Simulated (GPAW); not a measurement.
Au:

```
CELL_PARAMETERS angstrom
-1.65727 1.65727 1.65727
1.65727 -1.65727 1.65727
1.65727 1.65727 -1.65727
ATOMIC_POSITIONS crystal
Au 0.00000 0.00000 0.00000
```

This isn't the form of Au at room conditions, which is fcc.

Base run:

| Quantity | Value |
| --- | --- |
| Program | GPAW 26.7.0 |
| Functional | PBEsol |
| Potentials or basis | PAW data sets generated in the run's folder for this functional |
| Cutoff | 600 eV |
| Basis | pw |
| k mesh | 11 × 11 × 11 |
| Occupations | fermi-dirac, width 0.05 eV |
| Spin | no spin polarisation |

Its results: pressure -6.8 GPa.

Question: The run is repeated on the same cell with these changes: functional from PBEsol to LDA; potentials or basis from PAW data sets generated in the run's folder for this functional to the program's PAW data sets (release 1.2.1) made for this functional. What comes out?

Answer: Pressure -10.6 GPa.

Caveats: with this Au data set, volumes or pressures lay over 1.5 % or 2 GPa off other programs in two to four cells of ten.
